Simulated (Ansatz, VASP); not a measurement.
V in VASP and in Ansatz

```
V
1.0
     2.05756    1.18793    0.88269
    -2.05756    1.18793    0.88269
     0.00000   -2.37586    0.88269
V
1
Direct
  0.50000 0.50000 0.50000
```

Alike in both runs: task relaxation of cell and atoms; functional PBEsol; k mesh 9 × 9 × 9; occupations gaussian, width 0.1 eV; no spin polarisation.

|  | VASP | Ansatz |
| --- | --- | --- |
| version | VASP 6.6.1 | Ansatz 0.2.0 |
| potentials or method | VASP PAW PBE potentials, release 64 (V_sv) | scalar-relativistic, plane waves, PAW |
| plane-wave cutoff (eV) | 600 | 420 |
| valence electrons in the cell | 13 | 13 |

VASP gave:

```
gap on the k mesh at the Fermi level, each at its own relaxed structure (eV) : none
relaxed volume (Å³/atom)                                                     : 12.96
relaxed cell length with the largest relative difference (Å)                 : 2.541
```

**Question.** What did Ansatz give for the same quantities?

**Answer.** gap on the k mesh at the Fermi level, each at its own relaxed structure (eV): none; relaxed volume (Å³/atom): 12.94; relaxed cell length with the largest relative difference (Å): 2.539.

A gap of «none» marks a metal or a gap that the smearing closes.

Caveats: the PAW data sets were made with another functional, which shifts forces and pressure a little (VASP).
